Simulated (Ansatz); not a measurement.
**AlN (P6_3mc): the host for defect calculations**

Aim: the runs on the perfect crystal AlN (P6_3mc) that a defect calculation needs first.

Program: Ansatz 0.2.0. Level of theory: plane-wave PAW DFT, r2SCAN; relaxation of the defect-free supercell in its symmetry; PAW set soft_1, in the first sound run; inputs show where later runs differ. Results are calculated unless marked as measured.

Report form: the programs' logs are mostly left out.

## 1. The starting structure

The cell holds 72 atoms: 36 Al and 36 N. Its edges and angles: a = 9.320 Å, b = 9.320 Å, c = 9.956 Å, α = 90.0°, β = 90.0°, γ = 120.0°.

## 2. Defect free supercell relaxed in its symmetry

This cell, the one that will hold the defects, is built from the relaxed host. Its coarser k-points can move the atoms a little, so it is relaxed from the symmetric sites, as the reference for the test of stability.

pristine.symmetric/input.yaml

```yaml
crystal:
  lattice:
    - [9.3195655359, 8.6e-08, 0.0]
    - [-4.6597828424, 8.0709804634, 0.0]
    - [0.0, 0.0, 9.956477719]
  atoms:
    - { symbol: Al, position: [0.2222222222, 0.1111111111, 0.2496016674] }
    - { symbol: Al, position: [0.1111111111, 0.2222222222, 0.4996016674] }
    - { symbol: "N", position: [0.2222222222, 0.1111111111, 0.4403983326] }
    - { symbol: "N", position: [0.1111111111, 0.2222222222, 0.1903983326] }
    - { symbol: Al, position: [0.2222222222, 0.1111111111, 0.7496016674] }
    - { symbol: Al, position: [0.1111111111, 0.2222222222, 0.9996016674] }
    - { symbol: "N", position: [0.2222222222, 0.1111111111, 0.9403983326] }
    - { symbol: "N", position: [0.1111111111, 0.2222222222, 0.6903983326] }
    - { symbol: Al, position: [0.2222222222, 0.4444444444, 0.2496016674] }
    - { symbol: Al, position: [0.1111111111, 0.5555555556, 0.4996016674] }
    - { symbol: "N", position: [0.2222222222, 0.4444444444, 0.4403983326] }
    - { symbol: "N", position: [0.1111111111, 0.5555555556, 0.1903983326] }
    - { symbol: Al, position: [0.2222222222, 0.4444444444, 0.7496016674] }
    - { symbol: Al, position: [0.1111111111, 0.5555555556, 0.9996016674] }
    - { symbol: "N", position: [0.2222222222, 0.4444444444, 0.9403983326] }
    - { symbol: "N", position: [0.1111111111, 0.5555555556, 0.6903983326] }
    - { symbol: Al, position: [0.2222222222, 0.7777777778, 0.2496016674] }
    - { symbol: Al, position: [0.1111111111, 0.8888888889, 0.4996016674] }
    - { symbol: "N", position: [0.2222222222, 0.7777777778, 0.4403983326] }
    - { symbol: "N", position: [0.1111111111, 0.8888888889, 0.1903983326] }
    - { symbol: Al, position: [0.2222222222, 0.7777777778, 0.7496016674] }
    - { symbol: Al, position: [0.1111111111, 0.8888888889, 0.9996016674] }
    - { symbol: "N", position: [0.2222222222, 0.7777777778, 0.9403983326] }
    - { symbol: "N", position: [0.1111111111, 0.8888888889, 0.6903983326] }
    - { symbol: Al, position: [0.5555555556, 0.1111111111, 0.2496016674] }
    - { symbol: Al, position: [0.4444444444, 0.2222222222, 0.4996016674] }
    - { symbol: "N", position: [0.5555555556, 0.1111111111, 0.4403983326] }
    - { symbol: "N", position: [0.4444444444, 0.2222222222, 0.1903983326] }
    - { symbol: Al, position: [0.5555555556, 0.1111111111, 0.7496016674] }
    - { symbol: Al, position: [0.4444444444, 0.2222222222, 0.9996016674] }
    - { symbol: "N", position: [0.5555555556, 0.1111111111, 0.9403983326] }
    - { symbol: "N", position: [0.4444444444, 0.2222222222, 0.6903983326] }
    - { symbol: Al, position: [0.5555555556, 0.4444444444, 0.2496016674] }
    - { symbol: Al, position: [0.4444444444, 0.5555555556, 0.4996016674] }
    - { symbol: "N", position: [0.5555555556, 0.4444444444, 0.4403983326] }
    - { symbol: "N", position: [0.4444444444, 0.5555555556, 0.1903983326] }
    - { symbol: Al, position: [0.5555555556, 0.4444444444, 0.7496016674] }
    - { symbol: Al, position: [0.4444444444, 0.5555555556, 0.9996016674] }
    - { symbol: "N", position: [0.5555555556, 0.4444444444, 0.9403983326] }
    - { symbol: "N", position: [0.4444444444, 0.5555555556, 0.6903983326] }
    - { symbol: Al, position: [0.5555555556, 0.7777777778, 0.2496016674] }
    - { symbol: Al, position: [0.4444444444, 0.8888888889, 0.4996016674] }
    - { symbol: "N", position: [0.5555555556, 0.7777777778, 0.4403983326] }
    - { symbol: "N", position: [0.4444444444, 0.8888888889, 0.1903983326] }
    - { symbol: Al, position: [0.5555555556, 0.7777777778, 0.7496016674] }
    - { symbol: Al, position: [0.4444444444, 0.8888888889, 0.9996016674] }
    - { symbol: "N", position: [0.5555555556, 0.7777777778, 0.9403983326] }
    - { symbol: "N", position: [0.4444444444, 0.8888888889, 0.6903983326] }
    - { symbol: Al, position: [0.8888888889, 0.1111111111, 0.2496016674] }
    - { symbol: Al, position: [0.7777777778, 0.2222222222, 0.4996016674] }
    - { symbol: "N", position: [0.8888888889, 0.1111111111, 0.4403983326] }
    - { symbol: "N", position: [0.7777777778, 0.2222222222, 0.1903983326] }
    - { symbol: Al, position: [0.8888888889, 0.1111111111, 0.7496016674] }
    - { symbol: Al, position: [0.7777777778, 0.2222222222, 0.9996016674] }
    - { symbol: "N", position: [0.8888888889, 0.1111111111, 0.9403983326] }
    - { symbol: "N", position: [0.7777777778, 0.2222222222, 0.6903983326] }
    - { symbol: Al, position: [0.8888888889, 0.4444444444, 0.2496016674] }
    - { symbol: Al, position: [0.7777777778, 0.5555555556, 0.4996016674] }
    - { symbol: "N", position: [0.8888888889, 0.4444444444, 0.4403983326] }
    - { symbol: "N", position: [0.7777777778, 0.5555555556, 0.1903983326] }
    - { symbol: Al, position: [0.8888888889, 0.4444444444, 0.7496016674] }
    - { symbol: Al, position: [0.7777777778, 0.5555555556, 0.9996016674] }
    - { symbol: "N", position: [0.8888888889, 0.4444444444, 0.9403983326] }
    - { symbol: "N", position: [0.7777777778, 0.5555555556, 0.6903983326] }
    - { symbol: Al, position: [0.8888888889, 0.7777777778, 0.2496016674] }
    - { symbol: Al, position: [0.7777777778, 0.8888888889, 0.4996016674] }
    - { symbol: "N", position: [0.8888888889, 0.7777777778, 0.4403983326] }
    - { symbol: "N", position: [0.7777777778, 0.8888888889, 0.1903983326] }
    - { symbol: Al, position: [0.8888888889, 0.7777777778, 0.7496016674] }
    - { symbol: Al, position: [0.7777777778, 0.8888888889, 0.9996016674] }
    - { symbol: "N", position: [0.8888888889, 0.7777777778, 0.9403983326] }
    - { symbol: "N", position: [0.7777777778, 0.8888888889, 0.6903983326] }
basis:
  ecutwfc: 500
  xc_grid: 2
hamiltonian:
  xc: r2scan
  pseudopotentials: { kind: paw, azcp: { folder: soft_1 } }
kpoints:
  mp_grid: { grid: [1, 1, 1] }
scf:
  occupations: { method: fermi_dirac, width: 0.01 }
  max_iter: 100
  lower_state_search: "off"
output:
  forces: true
relax:
  f_tol: 0.015
  max_steps: 60
  escape_saddle: false
checkpoint:
  write: "../pristine.symmetric.run"
  compress: false
  write_wavefunctions: false
  write_every: 100000
```

Launch:

```sh
ansatz run input.yaml --threads 8 --pin off --max-ram 18841MiB --backend cpu --events-out ev --progress --plain --runs-dir out
```

The job ended after 7.5 s (8 threads of Arm Neoverse V2, shared host; peak memory 1.1 GiB).

No atom moved by 0.005 Å in the relaxation.

## 3. Defect free supercell relaxed from displaced atoms

This step: plane-wave PAW DFT, r2SCAN; relaxation of the defect-free supercell from random displacements, a test of the host's stability; PAW set soft_1 (Ansatz 0.2.0).

pristine.rattled/input.yaml, as its differences from pristine.symmetric/input.yaml of step 2:

```diff
@@ -94,6 +94,6 @@
   f_tol: 0.015
-  max_steps: 60
-  escape_saddle: false
+  max_steps: 120
+  random_displacement: { amplitude: 0.06, seed: 8947 }
 checkpoint:
-  write: "../pristine.symmetric.run"
+  write: "../pristine.rattled.run"
   compress: false
```

Elapsed: 19 s, on 8 threads; peak memory 1.1 GiB; 2.3 min of CPU time.

Step by step:

```tsv
step	energy less that of the first step (eV)	largest force component (eV/Å)
1	0.0000	2.5924
2	-1.9058	1.2819
3	-2.6564	0.0191
4	-2.6564	0.0192
5	-2.6565	0.0018
6	-2.6565	0.0005
```

The relaxation ends 37 meV an atom lower than the displaced start, with a largest force component of 5.4e-4 eV/Å.

## 4. Host on a dense mesh

This step: plane-wave PAW DFT, r2SCAN; single point of the defect-free host, a test of the k-point sampling; PAW set soft_1 (Ansatz 0.2.0).

System of this step: AlN (P6_3mc). The structure is hexagonal, space group P6_3mc (No. 186). Conventional cell: a = 3.107 Å, b = 3.107 Å, c = 4.978 Å, α = 90.00°, β = 90.00°, γ = 120.00°. Nearest to Al lie 4 N at 1.89 to 1.90 Å. Nearest to N lie 4 Al at 1.89 to 1.90 Å. Farther neighbours and most contacts between anions are not listed.

dense/input.yaml

```yaml
crystal:
  lattice:
    - [3.1065218453, 2.87e-08, 0.0]
    - [-1.5532609475, 2.6903268211, 0.0]
    - [0.0, 0.0, 4.9782388595]
  atoms:
    - { symbol: Al, position: [0.6666666667, 0.3333333333, 0.4992033348] }
    - { symbol: Al, position: [0.3333333333, 0.6666666667, 0.9992033348] }
    - { symbol: "N", position: [0.6666666667, 0.3333333333, 0.8807966652] }
    - { symbol: "N", position: [0.3333333333, 0.6666666667, 0.3807966652] }
basis:
  ecutwfc: 500
  xc_grid: 2
hamiltonian:
  xc: r2scan
  pseudopotentials: { kind: paw, azcp: { folder: soft_1 } }
kpoints:
  mp_grid: { grid: [10, 10, 6] }
scf:
  occupations: { method: fermi_dirac, width: 0.01 }
  max_iter: 100
  lower_state_search: "off"
checkpoint:
  write: "../dense.run"
  compress: false
  write_wavefunctions: false
  write_every: 100000
```

The job ended after 1.4 s (8 threads; peak memory 0.37 GiB).

## 5. Defect free supercell at the zone centre

The supercell is run at the zone centre, to see how far that sampling misses the dense mesh.

System of this step: AlN (P6_3mc). The cell holds 72 atoms: 36 Al and 36 N. Cell: a = 9.320 Å, b = 9.320 Å, c = 9.956 Å, α = 90.0°, β = 90.0°, γ = 120.0°.

pristine.sampling_gamma/input.yaml, as its differences from pristine.rattled/input.yaml of step 3:

```diff
@@ -90,10 +90,4 @@
   lower_state_search: "off"
-output:
-  forces: true
-relax:
-  f_tol: 0.015
-  max_steps: 120
-  random_displacement: { amplitude: 0.06, seed: 8947 }
 checkpoint:
-  write: "../pristine.rattled.run"
+  write: "../pristine.sampling_gamma.run"
   compress: false
```

Run time: 2.9 s. Hardware: 8 threads; peak memory 1.1 GiB.

## 6. Defect free supercell at the quarter point

The supercell is run at one point off the zone centre, to see how far that sampling misses the dense mesh.

pristine.sampling_quarter/input.yaml, as its differences from pristine.sampling_gamma/input.yaml of step 5:

```diff
@@ -85,3 +85,3 @@
 kpoints:
-  mp_grid: { grid: [1, 1, 1] }
+  mp_grid: { grid: [1, 1, 1], shift: [0.25, 0.25, 0.25] }
 scf:
@@ -91,3 +91,3 @@
 checkpoint:
-  write: "../pristine.sampling_gamma.run"
+  write: "../pristine.sampling_quarter.run"
   compress: false
```

Elapsed: 4.5 s, on 8 threads; peak memory 1.6 GiB.

## 7. Summary of results

```json
{"supercell relaxed in its symmetry less the displaced and relaxed one": "0.000 eV", "energy an atom at the zone centre alone less that on the dense mesh": "0.042 eV", "energy an atom at one point at (¼, ¼, ¼) less that on the dense mesh": "-0.014 eV"}
```

**Reading.** Step 3: The energy fell by 2.657 eV from the randomly displaced start; the atoms end within 0.005 Å of the sites as typed, once the mean shift is taken out. The displaced cell ends within 0.01 eV of the symmetric one relaxed in its symmetry, so no lower structure shows in this supercell. All at zero temperature.

[Logs are printed without paths, hosts, clocks, repeated set-up lines and the standing remarks that a program may print on its own settings, such as how far it seeks lower states.]

[Hosts, paths, dates, database ids (printed as entryN), source tags and the programs' standing remarks are cut or masked in the printed files.]

[Runs of the host that timed out are not shown.]

[For some hosts the program warned that the k-mesh of the response run may be too coarse for force constants and the static dielectric constant; such warnings are not always shown.]
